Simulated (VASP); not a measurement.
VASP 6.6.1 run: ZnS

INCAR

```
GGA = PE
LMAXMIX = 4
PREC = Accurate
NSW = 0
IBRION = -1
LDAUJ = 0 0
ENCUT = 520
LCHARG = .FALSE.
NBANDS = 16
LREAL = .FALSE.
LWAVE = .FALSE.
LDAU = .TRUE.
LDAUL = 2 -1
LASPH = .TRUE.
NELM = 87
EDIFF = 1E-7
ISIF = 2
LDAUU = 2.0 0
ISMEAR = -1
SIGMA = 0.02
LDAUTYPE = 2
```

KPOINTS

```
KPOINTS created by Atomic Simulation Environment
0
Gamma
8 8 8
0 0 0
```

POSCAR

```
Zn S
 1.0000000000000000
    -0.0565262558000000    2.6914412923000000    2.6914412923000000
     2.6914412923000000   -0.0565262558000000    2.6914412923000000
     2.6914412923000000    2.6914412923000000   -0.0565262558000000
 Zn  S
   1   1
Cartesian
 -0.0093943000730111 -0.0093943000730111 -0.0093943000730111
  1.3409833822730111  1.3409833822730111  1.3409833822730113
```

The recommended PBE PAW datasets give the neutral cell 18 valence electrons.

Command

```
mpirun -np 1 vasp_std
```

OSZICAR

```
N       E                     dE             d eps       ncg     rms          rms(c)
DAV:   1     0.886755678509E+02    0.88676E+02   -0.89838E+03  2080   0.134E+03
DAV:   2    -0.120999006756E+01   -0.89886E+02   -0.84236E+02  2408   0.259E+02
DAV:   3    -0.701616072632E+01   -0.58062E+01   -0.57865E+01  2576   0.651E+01
DAV:   4    -0.707420410150E+01   -0.58043E-01   -0.58030E-01  2576   0.677E+00
DAV:   5    -0.707484120353E+01   -0.63710E-03   -0.63709E-03  2600   0.649E-01    0.703E+00
DAV:   6    -0.670092069002E+01    0.37392E+00   -0.64789E-01  3232   0.243E+01    0.533E+00
DAV:   7    -0.668070642631E+01    0.20214E-01   -0.19848E-01  2584   0.369E+00    0.257E+00
DAV:   8    -0.668094649848E+01   -0.24007E-03   -0.47765E-03  2392   0.661E-01    0.600E-01
DAV:   9    -0.668126327110E+01   -0.31677E-03   -0.10871E-03  2560   0.256E-01    0.916E-02
DAV:  10    -0.668141431853E+01   -0.15105E-03   -0.14770E-04  2512   0.146E-01    0.405E-02
DAV:  11    -0.668141925332E+01   -0.49348E-05   -0.37600E-05  2656   0.983E-02    0.860E-03
DAV:  12    -0.668142030350E+01   -0.10502E-05   -0.27197E-06  2616   0.193E-02    0.247E-03
DAV:  13    -0.668142056223E+01   -0.25873E-06   -0.53618E-07  2632   0.598E-03    0.937E-04
DAV:  14    -0.668142055649E+01    0.57423E-08   -0.63419E-08  2200   0.357E-03
   1 F= -.66814206E+01 E0= -.66814206E+01  d E =-.161811E-10
```

From OUTCAR

```
k-points           NKPTS =     65   k-points in BZ     NKDIM =     65   number of bands    NBANDS=     16

   NELECT =      18.0000    total number of electrons

   dimension x,y,z NGX =    28 NGY =   28 NGZ =   28
   dimension x,y,z NGXF=    56 NGYF=   56 NGZF=   56

  energy-cutoff  :      520.00
  volume of cell :       40.22
      direct lattice vectors                 reciprocal lattice vectors
    -0.056526256  2.691441292  2.691441292    -0.180021675  0.183883641  0.183883641
     2.691441292 -0.056526256  2.691441292     0.183883641 -0.180021675  0.183883641
     2.691441292  2.691441292 -0.056526256     0.183883641  0.183883641 -0.180021675

 k-points in reciprocal lattice and weights: KPOINTS created by Atomic Simulation Env
   0.00000000  0.00000000  0.00000000       0.002
   0.12500000  0.00000000  0.00000000       0.012
   0.25000000  0.00000000  0.00000000       0.012
   0.37500000  0.00000000  0.00000000       0.012
   0.50000000  0.00000000  0.00000000       0.006
   0.12500000  0.12500000  0.00000000       0.012
   0.25000000  0.12500000  0.00000000       0.023
   0.37500000  0.12500000 -0.00000000       0.023
   ...

 E-fermi :   2.2867

 k-point     1 :       0.0000    0.0000    0.0000
  band No.  band energies     occupation
      1     -11.0698      2.00000
      2      -5.0771      2.00000
      3      -5.0771      2.00000
      4      -5.0684      2.00000
      5      -4.6439      2.00000
      6      -4.6439      2.00000
      7       1.7700      2.00000
      8       1.7700      2.00000
      9       1.9195      2.00000
     10       3.9650      0.00000
     11       8.2327      0.00000
     12       8.2327      0.00000
     13       8.6577      0.00000
     14      13.5341      0.00000
     15      13.5341      0.00000
     16      13.7116      0.00000

 k-point     2 :       0.1250    0.0000    0.0000
  band No.  band energies     occupation
      1     -10.9619      2.00000
      2      -5.0627      2.00000
      3      -5.0584      2.00000
      4      -5.0491      2.00000
      5      -4.6459      2.00000
      6      -4.6445      2.00000
      7       0.6870      2.00000
      8       1.6392      2.00000
      9       1.7724      2.00000
     10       4.7955      0.00000
     11       8.1800      0.00000
     12       8.4852      0.00000
     13       8.8401      0.00000
     14      12.9292      0.00000
     15      13.0325      0.00000
     16      14.5043      0.00000

 k-point     3 :       0.2500    0.0000    0.0000
  band No.  band energies     occupation
      1     -10.6823      2.00000
      2      -5.0165      2.00000
      3      -5.0162      2.00000
      4      -4.9709      2.00000
      5      -4.6456      2.00000
      6      -4.6403      2.00000
      7      -1.0087      2.00000
      8       1.3531      2.00000
      9       1.4800      2.00000
     10       5.4050      0.00000
     11       8.7357      0.00000
     12       8.8834      0.00000
     13       9.1568      0.00000
     14      12.6547      0.00000
     15      12.9528      0.00000
     16      14.1118      0.00000

 ...

  Total       -0.0450002     -0.0450002     -0.0450002      0.2375971      0.2375971      0.2375971
  in kB       -1.7925518     -1.7925518     -1.7925518      9.4645147      9.4645147      9.4645147
  external PRESSURE =      -1.7925518 kB  Pullay stress =       0.0000000 kB

 POSITION                                       TOTAL-FORCE (eV/Angst)
 -----------------------------------------------------------------------------------
      5.31696      5.31696      5.31696        -0.001872     -0.001872     -0.001872
      1.34098      1.34098      1.34098         0.001872      0.001872      0.001872
 -----------------------------------------------------------------------------------
    total drift:                               -0.000053     -0.000053     -0.000053

  FREE ENERGIE OF THE ION-ELECTRON SYSTEM (eV)
  ---------------------------------------------------
  free  energy   TOTEN  =        -6.6814205565 eV

  energy  without entropy=       -6.6814205565  energy(sigma->0) =       -6.68142056
```

It converged. Results: gap between bands v and c on the k mesh 2.05 eV; least direct gap on the k mesh 2.05 eV; pressure -0.2 GPa. Band v is the last that the valence electrons fill when counted band by band, and c is the next.

For comparison, a separate PBE run of the intended cell, on usual settings and not on those above, gives a gap of 1.92 eV on its mesh and a pressure of 0.3 GPa.

The run above took about 34 s on one core of a shared host (Intel Xeon Platinum 8488C) and held 0.18 GiB at most.
